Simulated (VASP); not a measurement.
# KBr: forms and broadenings of the independent-particle spectrum

KBr, Fm-3m (no. 225), 2 atoms in the cell. PBE, independent-particle dielectric function; PAW potentials Br, K_sv (PBE set).

## Input

INCAR.step1:
```
SYSTEM = KBr
EDIFF = 1E-8 ; ENCUT = 300
ISMEAR = 0 ; KPAR = 4
LASPH = .True. ; LCHARG = .False.
LEPSILON = .True. ; LWAVE = .False.
PREC = Accurate ; SIGMA = 0.02
```

INCAR.step2, as INCAR.step1 but for:
```
- LEPSILON = .True.
- LWAVE = .False.
+ LWAVE = .True.
+ NBANDS = 40
```

INCAR.step3:
```
SYSTEM = KBr
ALGO = None ; CSHIFT = 0.1
EDIFF = 1E-7 ; ENCUT = 300
ISMEAR = 0 ; ISTART = 1
KPAR = 4 ; LASPH = .True.
LCHARG = .False. ; LOPTICS = .True.
LWAVE = .False. ; NBANDS = 40
NEDOS = 2000 ; NELM = 1
PREC = Accurate ; SIGMA = 0.02
```

INCAR.step4, as INCAR.step3 but for:
```
+ LNABLA = .True.
```

INCAR.step5, as INCAR.step4 but for:
```
- LNABLA = .True.
+ IPEAD = 3
+ LPEAD = .True.
```

INCAR.step6, as INCAR.step5 but for:
```
- IPEAD = 3
+ IPEAD = 2
```

INCAR.step7 changes the same tag again: IPEAD = 4.

INCAR.step8, as INCAR.step7 but for:
```
- CSHIFT = 0.1
- IPEAD = 4
- LPEAD = .True.
+ CSHIFT = 0.3
```

INCAR.step9, as INCAR.step8 but for:
```
- CSHIFT = 0.3
+ CSHIFT = 0.2
```

INCAR.step10 changes the same tag again: CSHIFT = 0.01.

INCAR.step11, as INCAR.step10 but for:
```
- CSHIFT = 0.01
- ISMEAR = 0
+ CSHIFT = 0.1
+ ISMEAR = -5
```

INCAR.step12, as INCAR.step11 but for:
```
- ISMEAR = -5
- SIGMA = 0.02
+ ISMEAR = 0
+ SIGMA = 0.2
```

INCAR.step13, as INCAR.step12 but for:
```
- SIGMA = 0.2
+ OMEGAMAX = 12
+ SIGMA = 0.02
```

INCAR.step14, as INCAR.step13 but for:
```
- OMEGAMAX = 12
+ OMEGAMAX = 60
```

KPOINTS:
```
k-points
0
Gamma
  10 10 10
```

POSCAR:
```
KBr
1.0
    0.0000000000      3.3000000000      3.3000000000
    3.3000000000      0.0000000000      3.3000000000
    3.3000000000      3.3000000000      0.0000000000
Br K
1 1
Direct
    0.5000000000      0.5000000000      0.5000000000
    0.0000000000      0.0000000000      0.0000000000
```

Commands (each step's output is kept before the next begins):
```
cat potpaw_PBE.64/Br/POTCAR potpaw_PBE.64/K_sv/POTCAR > POTCAR
cp INCAR.step1 INCAR
mpirun -np 4 vasp_std > vasp.out
rm WAVECAR CHG
cp INCAR.step2 INCAR
mpirun -np 4 vasp_std > vasp.out
cp INCAR.step3 INCAR
mpirun -np 4 vasp_std > vasp.out
cp INCAR.step4 INCAR
mpirun -np 4 vasp_std > vasp.out
cp INCAR.step5 INCAR
mpirun -np 4 vasp_std > vasp.out
cp INCAR.step6 INCAR
mpirun -np 4 vasp_std > vasp.out
cp INCAR.step7 INCAR
mpirun -np 4 vasp_std > vasp.out
cp INCAR.step8 INCAR
mpirun -np 4 vasp_std > vasp.out
cp INCAR.step9 INCAR
mpirun -np 4 vasp_std > vasp.out
cp INCAR.step10 INCAR
mpirun -np 4 vasp_std > vasp.out
cp INCAR.step11 INCAR
mpirun -np 4 vasp_std > vasp.out
cp INCAR.step12 INCAR
mpirun -np 4 vasp_std > vasp.out
cp INCAR.step13 INCAR
mpirun -np 4 vasp_std > vasp.out
cp INCAR.step14 INCAR
mpirun -np 4 vasp_std > vasp.out
```

## Result

- Direct gap on the mesh (eV): 4.43
- Gap on the mesh (eV): 4.43
- Bands: 40

One ground state, settings moved in the last step alone:

| Settings | ε at zero frequency | Mean energy of the absorption, weighted by Im ε (eV) | Time (s) |
|---|---|---|---|
| longitudinal form, CSHIFT 0.1 | 2.82 | 8.33 | 3 |
| transversal form (LNABLA) | 2.85 | 8.34 | 3 |
| finite differences (LPEAD), order 3 | 2.82 | 8.33 | 8 |
| finite differences (LPEAD), order 2 | 2.82 | 8.33 | 7 |
| finite differences (LPEAD), order 4 | 2.82 | 8.33 | 10 |
| CSHIFT 0.3 | 2.82 | 8.28 | 3 |
| CSHIFT 0.2 | 2.82 | 8.31 | 3 |
| CSHIFT 0.01 | 2.82 | 8.34 | 3 |
| tetrahedron method | 2.81 | 8.35 | 3 |
| SIGMA 0.2 | 2.82 | 8.33 | 4 |
| OMEGAMAX 12, which cuts the spectrum short | 2.36 | 8.31 | 3 |
| OMEGAMAX 60 | 2.82 | 8.33 | 3 |

The mean energy covers the spectrum up to 12 eV.

On the same mesh, density-functional perturbation theory with local fields gives ε = 2.55.

VASP 6.6.1 took 209 s on 4 cores (Intel Xeon Platinum 8488C (Sapphire Rapids)), a shared host.
